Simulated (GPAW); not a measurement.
Input of a GPAW 26.7.0 run:

The input run.py:

```python
from ase.dft.bandgap import bandgap
from ase.io import read, write
from gpaw import GPAW, PW
from gpaw.response.df import DielectricFunction

atoms = read('POSCAR')
atoms.set_initial_magnetic_moments([4.0])

calc = GPAW(mode=PW(500),
            xc='LDA',
            kpts={'size': (10, 10, 10), 'gamma': True},
            occupations={'name': 'fermi-dirac', 'width': 0.05},
            nbands=12,
            convergence={'density': 0.0001},
            maxiter=150,
            txt='gpaw.txt')
atoms.calc = calc
energy = atoms.get_potential_energy()
calc.write('gs.gpw')
write('result.traj', atoms)
print(f'Energy: {energy:.6f} eV')
print('Moments:', calc.get_magnetic_moments().round(3))
print('Fermi level:', round(calc.get_fermi_level(), 4), 'eV')
print(f'Gap: {bandgap(calc)[0]:.4f} eV, direct: {bandgap(calc, direct=True)[0]:.4f} eV')

dense = calc.fixed_density(kpts={'size': (30, 30, 30), 'gamma': True},
                           nbands=18, convergence={'bands': 12, 'eigenstates': 1e-7},
                           update_fermi_level=True, txt='dense.txt')
dense.write('dense.gpw', mode='all')

df = DielectricFunction('dense.gpw', frequencies={'type': 'nonlinear', 'domega0': 0.05, 'omega2': 10},
                        eta=0.2, ecut=40, nbands=12, rate='eta', txt='df.txt')
for direction in ['x']:
    df.get_dielectric_function(xc='RPA', direction=direction, filename=f'df_{direction}.csv')
```

Contents of POSCAR:

```
Fe
1.0
   -1.4430000000      1.4430000000      1.4430000000
    1.4430000000     -1.4430000000      1.4430000000
    1.4430000000      1.4430000000     -1.4430000000
Fe
1
Direct
    0.0000000000      0.0000000000      0.0000000000
```

Potentials or basis: the program's PAW data sets (release 1.2.1) made for this functional, pw.

The run is started by

```sh
$ OMP_NUM_THREADS=1 python run.py
```

Q: Estimate the site moments.

A: Fe +2.16 μB.

Q: Estimate the band gap on the k mesh.

A: None (metal or under the smearing width).

Dielectric function (mean over the directions given):
```
energy (eV)  real part  imaginary part
       0.25     -21.34          309.81
       0.67     -24.56           61.18
       1.15      -5.08           29.37
       1.66       1.18           21.27
       2.18       2.27           18.77
       2.66      -0.51           17.30
       3.17      -2.48           12.30
       3.56      -2.45            8.56
       4.03      -0.53            5.54
       4.51       1.79            4.24
       5.01       2.68            4.35
       5.53       3.51            3.67
       6.07       4.10            4.41
       6.55       3.44            3.75
       6.87       3.75            2.88
       7.38       4.86            2.17
       7.90       6.13            1.99
       8.43       7.54            2.59
       8.89       8.28            3.74
       9.47       8.68            4.86
       9.76       8.82            5.99
      10.26       6.20            7.57
      10.78       6.52            4.73
      11.31       8.05            5.32
      11.85       8.97            5.64
      12.30      10.66            6.95
      12.77      10.64            8.94
      13.24      11.36            9.98
      13.72      13.85           12.24
      14.22      17.31           19.15
      14.73      10.20           39.45
      15.26     -19.54           31.14
      15.80     -19.09           13.40
      16.21     -15.69            7.93
      16.78     -11.96            4.77
      17.36      -9.40            3.05
      17.96      -7.71            2.23
      18.58      -6.32            1.69
      19.22      -5.26            1.35
      19.87      -4.53            1.16
```

Caveat: the intraband term hangs on this k mesh; the long-wavelength limit can be off by several per cent where d states take part; independent-particle spectra lack excitons.
